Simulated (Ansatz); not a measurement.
BAs:

```
CELL_PARAMETERS angstrom
0.00000 2.38850 2.38850
2.38850 0.00000 2.38850
2.38850 2.38850 0.00000
ATOMIC_POSITIONS crystal
As 0.75000 0.75000 0.75000
B 0.00000 0.00000 0.00000
```

Base run:

```yaml
Program: Ansatz 0.2.0
Functional: LDA
Potentials_or_basis: all-electron LAPW, relativistic spinors
Cutoff: 320 eV
Density_cutoff: 1279 eV
Basis_error_allowed: 0.001 eV/atom
k_mesh: 7 × 7 × 7
Occupations: fermi-dirac, width 0.05 eV
Spin: spin-orbit coupling, no magnetisation
```

Its results: band gap on the k mesh 1.08 eV, indirect (least direct gap 3.04 eV); pressure -3.9 GPa.

The run is repeated on the same cell with these changes: functional from LDA to PBEsol. What comes out?

Band gap on the k mesh 1.04 eV, indirect (least direct gap 3.04 eV); pressure -0.8 GPa.

PBEsol binds less tightly than LDA, so the same cell stands under more pressure.

Not every run made on this cell is shown here.
